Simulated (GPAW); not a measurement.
The system is CdGeAs2.

```xyz
8
Lattice="-2.9889 2.9889 5.6643 2.9889 -2.9889 5.6643 2.9889 2.9889 -5.6643" Properties=species:S:1:pos:R:3 pbc="T T T"
Cd    0.0000    0.0000    5.6643
Cd    2.9889    0.0000    2.8321
As    1.4944    1.3224   -1.4161
As    1.6665   -1.4944    7.0804
As    1.4944    1.6665    4.2482
As    1.3224    4.4833    1.4161
Ge    0.0000    2.9889    2.8321
Ge    0.0000    0.0000    0.0000
```

The cell is a database's computed one.

Base run:

```yaml
Program: GPAW 26.7.0
Functional: GLLB-SC
Potentials_or_basis: the program's PAW data sets (release 1.2.1) made for this functional
Cutoff: 400 eV
Basis: pw
k_mesh: 5 × 5 × 5
Occupations: fermi-dirac, width 0.001 eV
Spin: no spin polarisation
```

Its results: band gap on the k mesh, kohn-sham part alone 0.08 eV, direct.

Task: The run is repeated on the same cell with these changes: functional from GLLB-SC to RPBE. What comes out?

Result: Band gap on the k mesh 0.17 eV, direct.

Caveats: with so narrow a direct gap the onset needs a denser k mesh; the long-wavelength limit can be off by several per cent where d states take part; a model potential gives levels but no total energy (some runs); response on these states lacks terms of the Hamiltonian (some runs).

A k mesh can miss the band edges.
